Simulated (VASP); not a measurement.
# Y (P6_3/mmc) in VASP: notebook, part 3 of 3

VASP 6.6.1. The steps go on from the part before.

**4. Band structure, PW91**

INCAR

```
SYSTEM = Y
PREC = Accurate
ENCUT = 520
EDIFF = 1E-6
ISMEAR = -1
SIGMA = 0.05
LREAL = .FALSE.
LASPH = .TRUE.
NELM = 80
ALGO = Normal
ISIF = 2
LWAVE = .FALSE.
LCHARG = .FALSE.
LMAXMIX = 4
GGA = 91
NBANDS = 18
```

KPOINTS

```
Automatic mesh
0
G
  8 8 5
  0 0 0
```

POSCAR

```
Y
1.0
    3.6474000000      0.0000000000      0.0000000000
   -1.8237000000      3.1587410578      0.0000000000
    0.0000000000      0.0000000000      5.7306000000
Y
2
Direct
    0.6666666667      0.3333333333      0.7500000000
    0.3333333333      0.6666666667      0.2500000000
```

KPOINTS_OPT

```
path GMKGALHA,LM,KH
15
line-mode
reciprocal
 0.0000000000  0.0000000000  0.0000000000  G
 0.5000000000  0.0000000000  0.0000000000  M

 0.5000000000  0.0000000000  0.0000000000  M
 0.3333333333  0.3333333333  0.0000000000  K

 0.3333333333  0.3333333333  0.0000000000  K
 0.0000000000  0.0000000000  0.0000000000  G

 0.0000000000  0.0000000000  0.0000000000  G
 0.0000000000  0.0000000000  0.5000000000  A

 0.0000000000  0.0000000000  0.5000000000  A
 0.5000000000  0.0000000000  0.5000000000  L

 0.5000000000  0.0000000000  0.5000000000  L
 0.3333333333  0.3333333333  0.5000000000  H

 0.3333333333  0.3333333333  0.5000000000  H
 0.0000000000  0.0000000000  0.5000000000  A

 0.5000000000  0.0000000000  0.5000000000  L
 0.5000000000  0.0000000000  0.0000000000  M

 0.3333333333  0.3333333333  0.0000000000  K
 0.3333333333  0.3333333333  0.5000000000  H
```

Potentials or basis: VASP PAW PBE potentials, release 64 (Y_sv).

Started as:

```bash
cat potpaw_PBE.64/Y_sv/POTCAR > POTCAR
mpirun -np 1 vasp_std > vasp.out
```

OUTCAR:

```text
SYSTEM = Y
   PREC = Accurate
   ENCUT = 520
   EDIFF = 1E-6
   ISMEAR = -1
   LREAL = .FALSE.
   LASPH = .TRUE.
   NELM = 80
   ISIF = 2
   GGA = 91

 ion  position               nearest neighbor table
   1  0.667  0.333  0.750-   2 3.56   2 3.56   2 3.56   2 3.56   2 3.56   2 3.56
   2  0.333  0.667  0.250-   1 3.56   1 3.56   1 3.56   1 3.56   1 3.56   1 3.56

  LATTYP: Found a hexagonal cell.
 ALAT       =     3.6474000000
 C/A-ratio  =     1.5711465702

  Lattice vectors:

 A1 = (   3.6474000000,   0.0000000000,   0.0000000000)
 A2 = (  -1.8237000000,   3.1587410578,   0.0000000000)
 A3 = (   0.0000000000,   0.0000000000,   5.7306000000)

Analysis of symmetry for initial positions (statically):
=====================================================================
 Subroutine PRICEL returns:
 Original cell was already a primitive cell.

 Routine SETGRP: Setting up the symmetry group for a
 hexagonal supercell.

 Subroutine GETGRP returns: Found 24 space group operations
 (whereof 12 operations were pure point group operations)
 out of a pool of 24 trial point group operations.

The static configuration has the point symmetry D_3d.
 The point group associated with its full space group is D_6h.
[... 162 lines left out ...]

 E-fermi :   2.9326     XC(G=0):  -9.4378

 val. band max:        2.9323174446   @ k =   0.2500   0.1250   0.0000
 cond. band min:       2.9858375798   @ k =   0.3750  -0.0000   0.0000
 fundamental gap:      0.0535201352
 Fermi energy:         2.9326456357

 k-point     1 :       0.0000    0.0000    0.0000
  band No.  band energies     occupation
      1     -39.6543      2.00000
      2     -39.5820      2.00000
      3     -20.0050      2.00000
      4     -19.5382      2.00000
      5     -19.5382      2.00000
      6     -19.4506      2.00000
[... 481 lines left out ...]
      5     -19.6089      2.00000
      6     -19.5899      2.00000
[... 10 lines left out ...]
     17       7.3735      0.00000
     18       7.4944      0.00000

 [... further k-points ...]

------------------------ aborting loop because EDIFF is reached ----------------------------------------

  FORCE on cell =-STRESS in cart. coord.  units (eV):
  Direction    XX          YY          ZZ          XY          YZ          ZX
  --------------------------------------------------------------------------------------
  -------------------------------------------------------------------------------------
  Total       -0.1646631     -0.1646631     -0.3359596      0.0000000     -0.0000000      0.0000000
  in kB       -3.9958521     -3.9958521     -8.1526748      0.0000000     -0.0000000      0.0000000
  external PRESSURE =      -5.3814597 kB  Pullay stress =       0.0000000 kB

 VOLUME and BASIS-vectors are now :
 -----------------------------------------------------------------------------
  energy-cutoff  :      520.00
  volume of cell :       66.02
      direct lattice vectors                 reciprocal lattice vectors
     3.647400000  0.000000000  0.000000000     0.274167900  0.158290911  0.000000000
    -1.823700000  3.158741058  0.000000000     0.000000000  0.316581822  0.000000000
     0.000000000  0.000000000  5.730600000     0.000000000  0.000000000  0.174501797

 POSITION                                       TOTAL-FORCE (eV/Angst)
 -----------------------------------------------------------------------------------
      1.82370      1.05291      4.29795         0.000000     -0.000000      0.000000
     -0.00000      2.10583      1.43265        -0.000000      0.000000      0.000000
 -----------------------------------------------------------------------------------
    total drift:                               -0.000000      0.000000     -0.000000

  FREE ENERGIE OF THE ION-ELECTRON SYSTEM (eV)
  ---------------------------------------------------
  free  energy   TOTEN  =       -12.8327295342 eV

  energy  without entropy=      -12.7922444962  energy(sigma->0) =      -12.81248702
```

stdout:

```text
POSCAR found type information on POSCAR Y
 POSCAR found :  1 types and       2 ions
 scaLAPACK will be used
 -----------------------------------------------------------------------------
|                                                                             |
|                                                                             |
|     You enforced a specific xc type in the INCAR file but a different       |
|     I HOPE YOU KNOW WHAT YOU ARE DOING!                                     |
|                                                                             |
 -----------------------------------------------------------------------------

 LDA part: xc-table for (Slater(with rela. corr.)+CA(PZ))
 , standard interpolation
 POSCAR, INCAR and KPOINTS ok, starting setup
 FFT: planning ... GRIDC
 FFT: planning ... GRID_SOFT
 FFT: planning ... GRID
 WAVECAR not read
 entering main loop
 Start KPOINTS_OPT (optional k-point list driver)
k-point batch [1-30\135]
k-point batch [31-60\135]
k-point batch [61-90\135]
k-point batch [91-120\135]
k-point batch [121-135\135]
```

Wall time 66 s (1 thread of AMD EPYC 9R45 (Zen 5), shared host); peak memory 0.18 GiB.

What came out:

```yaml
Free_energy: -12.8327 eV
Pressure: -0.5 GPa
Band_gap_along_the_path: none (metal or under the smearing width)
```

Levels at the corners of the path, in eV from the Fermi level:
| point | band 8 | band 9 | band 10 | band 11 | band 12 | band 13 |
| --- | --- | --- | --- | --- | --- | --- |
| Γ | -22.35 | -4.64 | -1.84 | 0.91 | 1.73 | 1.73 |
| M | -22.44 | -1.65 | -1.17 | -0.80 | -0.08 | 1.39 |
| M | -22.44 | -1.65 | -1.17 | -0.80 | -0.08 | 1.39 |
| K | -22.58 | -0.69 | -0.64 | -0.64 | -0.42 | 1.07 |
| K | -22.58 | -0.69 | -0.64 | -0.64 | -0.42 | 1.07 |
| Γ | -22.35 | -4.64 | -1.84 | 0.91 | 1.73 | 1.73 |
| Γ | -22.35 | -4.64 | -1.84 | 0.91 | 1.73 | 1.73 |
| A | -22.43 | -3.21 | -3.21 | 0.94 | 0.94 | 1.65 |
| A | -22.43 | -3.21 | -3.21 | 0.94 | 0.94 | 1.65 |
| L | -22.50 | -1.63 | -1.63 | 0.07 | 0.07 | 1.40 |
| L | -22.50 | -1.63 | -1.63 | 0.07 | 0.07 | 1.40 |
| H | -22.45 | -0.37 | -0.37 | -0.36 | -0.36 | 0.42 |
| H | -22.45 | -0.37 | -0.37 | -0.36 | -0.36 | 0.42 |
| A | -22.43 | -3.21 | -3.21 | 0.94 | 0.94 | 1.65 |
| L | -22.50 | -1.63 | -1.63 | 0.07 | 0.07 | 1.40 |
| M | -22.44 | -1.65 | -1.17 | -0.80 | -0.08 | 1.39 |
| K | -22.58 | -0.69 | -0.64 | -0.64 | -0.42 | 1.07 |
| H | -22.45 | -0.37 | -0.37 | -0.36 | -0.36 | 0.42 |

Caveat: the PAW data sets were made with another functional, which shifts forces and pressure a little.

**5. Band structure, r2SCAN**

INCAR: that of step 4 with these lines changed.

```diff
@@ -14,3 +14,4 @@
 LMAXMIX = 4
-GGA = 91
+METAGGA = R2SCAN
+LMIXTAU = .TRUE.
 NBANDS = 18
```

KPOINTS is that of step 4.

POSCAR is that of step 4.

KPOINTS_OPT is that of step 4.

Started as:

```bash
cat potpaw_PBE.64/Y_sv/POTCAR > POTCAR
mpirun -np 1 vasp_std > vasp.out
```

Run time: 5.3 min. Hardware: 1 thread of AMD EPYC 9R45 (Zen 5), shared host; peak memory 0.2 GiB.

Results (log left out):

| Property | Result |
| --- | --- |
| Free energy | -40.5451 eV |
| Pressure | 0.7 GPa |
| Band gap along the path | none (metal or under the smearing width) |

Stress tensor (GPa, compression positive):
```
0.96 0.00 0.00
0.00 0.96 0.00
0.00 0.00 0.31
```

Levels at the corners of the path, in eV from the Fermi level:
```csv
point,band 8,band 9,band 10,band 11,band 12,band 13
Γ,-23.21,-4.91,-1.88,0.72,1.99,1.99
M,-23.29,-1.70,-1.19,-0.82,-0.22,1.50
M,-23.29,-1.70,-1.19,-0.82,-0.22,1.50
K,-23.44,-0.70,-0.70,-0.67,-0.53,1.20
K,-23.44,-0.70,-0.70,-0.67,-0.53,1.20
Γ,-23.21,-4.91,-1.88,0.72,1.99,1.99
Γ,-23.21,-4.91,-1.88,0.72,1.99,1.99
A,-23.28,-3.42,-3.42,1.06,1.06,1.92
A,-23.28,-3.42,-3.42,1.06,1.06,1.92
L,-23.36,-1.67,-1.67,0.09,0.09,1.39
L,-23.36,-1.67,-1.67,0.09,0.09,1.39
H,-23.31,-0.43,-0.43,-0.26,-0.26,0.37
H,-23.31,-0.43,-0.43,-0.26,-0.26,0.37
A,-23.28,-3.42,-3.42,1.06,1.06,1.92
L,-23.36,-1.67,-1.67,0.09,0.09,1.39
M,-23.29,-1.70,-1.19,-0.82,-0.22,1.50
K,-23.44,-0.70,-0.70,-0.67,-0.53,1.20
H,-23.31,-0.43,-0.43,-0.26,-0.26,0.37
```

Caveat: the PAW data sets were made with another functional, which shifts forces and pressure a little.

**6. The runs side by side**

```tsv
level	pressure (GPa)
BLYP	0.8
AM05	-1.7
PW91	-0.5
r2SCAN	0.7
```

Alike in all rows: task band structure; potentials or basis VASP PAW PBE potentials, release 64 (Y_sv); no spin polarisation; cell as given; k mesh 8 × 8 × 5; cutoff (eV) 520; smearing fermi-dirac 0.05 eV.

The pressure there spans -1.7 GPa (AM05) to 0.8 GPa (BLYP); a positive pressure means that this level wants a larger cell, a negative one a smaller.

Caveats: the PAW data sets were made with another functional, which shifts forces and pressure a little.

Absolute energies hang on the potentials; compare differences alone.
